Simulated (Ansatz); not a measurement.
## HfO2: random displacements

Theory: DFT PBE, scalar-relativistic, plane waves, PAW in Ansatz. Settings: plane waves to 420 eV, k-mesh 6×6×6 (Γ-centred), Gaussian smearing 0.05 eV. Spin–orbit coupling is left out, which matters for the heavy elements here. No spin polarisation. Energies are free energies at this smearing, counted from the undisturbed cell; pressure is positive in compression.

Zero of the scan (as given, not relaxed at this level; this form isn't the usual structure):

```
CELL_PARAMETERS angstrom
3.55802 0.00000 0.00000
0.00000 3.55802 0.00000
0.00000 0.00000 5.17186
ATOMIC_POSITIONS crystal
Hf 0.50000 0.50000 0.50000
Hf 0.00000 0.00000 0.00000
O 0.00000 0.50000 0.69721
O 0.50000 0.00000 0.80279
O 0.50000 0.00000 0.30279
O 0.00000 0.50000 0.19721
```

The atoms are displaced (Å, in the unstrained cell):

```tsv
atom	ux	uy	uz
Hf1	0.211	0.317	-0.130
Hf2	-0.059	-0.068	-0.206
O3	-0.052	-0.209	0.107
O4	0.094	-0.272	0.203
O5	0.162	0.012	0.055
O6	-0.357	0.221	-0.029
```

Strain (Voigt, engineering shear): (0.0433, -0.0153, -0.0115, -0.0749, -0.0194, 0.0771).

Task: What are the energy change, the stress and the forces?

Result: ΔE = 678.5 meV/atom; stress (xx, yy, zz, yz, xz, xy; compression positive) (35.54, 46.16, 40.15, -11.09, -0.53, -13.80) GPa; gap on the mesh 3.11 eV.
```csv
atom,Fx (eV/Å),Fy,Fz
Hf1,-2.75,-7.97,5.01
Hf2,3.53,1.84,3.16
O3,2.08,0.59,-2.07
O4,-5.07,0.21,-2.95
O5,-3.12,9.99,-2.23
O6,5.34,-4.65,-0.91
```

Cost: 1 run of about 1.5 core-minutes, on Intel Xeon Processor @ 2.50GHz (Skylake/Cascade Lake) (shared hosts).